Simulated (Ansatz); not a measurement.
# CdSe: the cost of one run

Program: Ansatz 0.2.0. Level of theory: DFT PBEsol, scalar-relativistic, plane waves, PAW. These are calculated values, not measurements.

That is the level of the relaxation; later steps name their own.

1 further run of the same task is left out (set aside as unsound or not needed).

## 1. The system as given

It takes space group F-43m (No. 216, cubic). The conventional cell has a = 6.083 Å, b = 6.083 Å, c = 6.083 Å, α = 90.00°, β = 90.00°, γ = 90.00°. Around Cd (site symmetry -43m) lie 4 Se at 2.63 Å. Se (site symmetry -43m) has 4 Cd at 2.63 Å as nearest neighbours.

As a file:

```cif
data_structure
_symmetry_space_group_name_H-M 'F-43m'
_symmetry_Int_Tables_number 216
_cell_length_a 6.0826
_cell_length_b 6.0826
_cell_length_c 6.0826
_cell_angle_alpha 90.000
_cell_angle_beta 90.000
_cell_angle_gamma 90.000
_cell_volume 225.05
loop_
_atom_site_label
_atom_site_type_symbol
_atom_site_symmetry_multiplicity
_atom_site_Wyckoff_symbol
_atom_site_fract_x
_atom_site_fract_y
_atom_site_fract_z
_atom_site_occupancy
Cd1 Cd 4 a 0.00000 0.00000 0.00000 1
Se1 Se 4 c 0.25000 0.25000 0.25000 1
```

It goes back to an entry of the Materials Project, which need not be the stable form.

It is the result of an earlier relaxation at this level (volume 28.13 Å³/atom; gap on the mesh: 0.48 eV).

## 2. Band edges over the whole zone

File input.yaml:

```yaml
crystal:
  lattice:
    - [0.0, 3.0413095951, 3.0413095951]
    - [3.0413095951, 0.0, 3.0413095951]
    - [3.0413095951, 3.0413095951, 0.0]
  atoms:
    - { symbol: Cd, position: [0.0, 0.0, 0.0] }
    - { symbol: Se, position: [0.75, 0.75, 0.75] }
basis:
  ecutwfc: 420
kpoints:
  mp_grid: { grid: [10, 10, 10] }
  band_path: { path: [VBM, CBM], npoints: 2 }
hamiltonian:
  xc: pbesol
scf:
  occupations: { method: gaussian, width: 0.02 }
output:
  forces: true
  stress: true
  eigenvalues: true
```

Run with:

```
ansatz run input.yaml --threads 2 --pin off --max-ram 5120MiB --backend cpu --events-out ev --progress --plain --runs-dir out
```

What time and memory should one allow on 2 threads of Arm Neoverse V1, shared host?

About 4.4 s, with a peak of 0.36 GiB.
